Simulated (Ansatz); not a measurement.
NbP films: biaxial stress and wafer bow

Plane-wave DFT in Ansatz, PBEsol, scalar-relativistic PAW potentials, cutoff 420 eV, no spin-orbit coupling; no spin polarisation. NbP in space group I4_1md, which needn't be the usual phase of this composition, strained equally along a and b of the conventional cell, with c and the atoms relaxed within the symmetry (a film with c along the normal). Stress is the in-plane mean, tension positive.

```tsv
strain (%)	stress (GPa)	E − E(0) (meV/atom)
-3.0	-11.97	34.1
-2.0	-7.91	14.7
-1.0	-3.76	3.3
+0.0	0.01	0.0
+1.0	3.75	3.7
+2.0	?	14.4
+3.0	10.95	32.4
```

**Question.** Fit the stress, get the biaxial modulus and predict the missing row.

**Answer.** A parabola through the given rows is σ = 0.03 + 3.819 ε -0.0608 ε² GPa (ε in %), so M = dσ/dε = 382 GPa at zero. It predicts 7.42 GPa at +2.0 %; the run gave 7.41 GPa. The miss is 0.01 GPa, so the fit holds. The negative square term means that the film is stiffer in compression than in tension. The energies check it: E/V = Mε² at small strain, and a cubic fit with V = 15.56 Å³/atom gives M = 382 GPa, in agreement.

**Question.** How much does a 20 nm film at +0.2 % strain bow a 300 mm Si(001) wafer 775 μm thick?

**Answer.** The fit, without its small constant, gives σ = 0.76 GPa. Stoney's formula, κ = 6σt_f/(M_s t_s²) with M_s = 180.5 GPa for Si(001) (literature), gives |κ| = 0.84×10⁻³ m⁻¹ and a bow κr²/2 = 9.5 μm at r = 150 mm, with the film side concave (tension pulls the edges up). This assumes a single-crystal or fully textured, unrelaxed film at 0 K.

The gap is zero at -3.0, -2.0, -1.0, +0.0, +1.0, +3.0 % and open in the other rows; where it is zero the stresses hang on mesh and smearing, and a semilocal functional can close a small gap that the real crystal has.

Cost: about 19 core-minutes for the runs cited, on AMD EPYC 7R43 (Zen 3) (shared hosts).